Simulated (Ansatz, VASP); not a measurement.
Na in VASP and in Ansatz

INCAR

```
SYSTEM = Na
ALGO     = Normal         ! electronic algorithm
EDIFF    = 1E-6           ! SCF threshold, eV
ENCUT    = 520            ! plane-wave cutoff, eV
ISIF     = 2              ! what is computed and relaxed
ISMEAR   = -1             ! smearing method
LASPH    = .True.         ! aspherical terms in the spheres
LCHARG   = .True.         ! write CHGCAR
LELF     = .True.         ! ELF
LREAL    = .False.        ! projectors in reciprocal space
LVHAR    = .True.       
LWAVE    = .False.        ! write WAVECAR
NBANDS   = 10             ! bands
NELM     = 60             ! most SCF steps
PREC     = Accurate       ! precision mode
SIGMA    = 0.05           ! smearing width, eV
```

Contents of KPOINTS:

```
k-points
0
Gamma
  13 13 13
  0 0 0
```

POSCAR

```
Na
1.0
    0.0000000000      2.2141206061      2.2141206061
    2.2141206061      0.0000000000      2.2141206061
    2.2141206061      2.2141206061      0.0000000000
Na
1
Direct
    0.0000000000      0.0000000000      0.0000000000
```

Input for Ansatz:

```yaml
crystal:
  lattice:
    - [0.0, 2.2141206061, 2.2141206061]
    - [2.2141206061, 0.0, 2.2141206061]
    - [2.2141206061, 2.2141206061, 0.0]
  atoms:
    - { symbol: Na, position: [0.0, 0.0, 0.0] }
kpoints:
  mp_grid: { grid: [13, 13, 13] }
scf:
  occupations: { method: fermi_dirac, width: 0.05 }
hamiltonian:
  xc: lda
  pseudopotentials: { kind: all_electron, lapw: { basis_error: 0.001 } }
output:
  forces: true
  stress: true
  eigenvalues: true
  populations: true
```

Change from the starting cell: volume scaled by 0.65, LAPW.

Alike in both runs: task single point; functional LDA; k mesh 13 × 13 × 13; occupations fermi-dirac, width 0.05 eV; no spin polarisation.

```csv
,VASP,Ansatz
version,VASP 6.6.1,Ansatz 0.2.0
potentials or method,"VASP PAW LDA potentials, release 64 (Na_pv)","all-electron LAPW, scalar-relativistic"
plane-wave cutoff (eV),520,see its input
```

|  | VASP | Ansatz | Ansatz less VASP |
| --- | --- | --- | --- |
| pressure (GPa) | 8.7 | 8.8 | +0.09 |

Ansatz ran all-electron here, so the differences hold the error of VASP's frozen core and of both bases.
